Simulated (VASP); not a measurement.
Input of a VASP 6.6.1 run:

Contents of INCAR:

```
SYSTEM = Zr
ALGO = Fast
EDIFF = 1E-6
ENCUT = 520
GGA = PE
ISIF = 2
ISMEAR = 0
ISPIN = 2
LASPH = .True.
LCHARG = .False.
LMAXMIX = 4
LORBIT = 11
LREAL = .False.
LWAVE = .False.
MAGMOM = 1.5 1.5
NBANDS = 23
NELM = 150
PREC = Accurate
SIGMA = 0.05
```

The input KPOINTS:

```
k-points
0
Gamma
  1 1 21
  0 0 0
```

POSCAR

```
Zr
1.0
   11.6000000000      0.0000000000      0.0000000000
    0.0000000000      9.3000000000      0.0000000000
    0.0000000000      0.0000000000      3.0538900196
Zr
2
Direct
    0.3882359703      0.5000000000      0.0000000000
    0.6117640297      0.5000000000      0.5000000000
```

Potentials or basis: VASP PAW PBE potentials, release 64 (Zr_sv).

Command:

```sh
$ cat potpaw_PBE.64/Zr_sv/POTCAR > POTCAR
$ mpirun -np 1 vasp_std > vasp.out
```

(1) Estimate the largest force.

(2) Estimate the net moment.

(3) Predict the band gap on the k mesh.

Results:

(1) 2.067 eV/Å.

(2) 0.30 μB per cell.

(3) none (metal or under the smearing width).
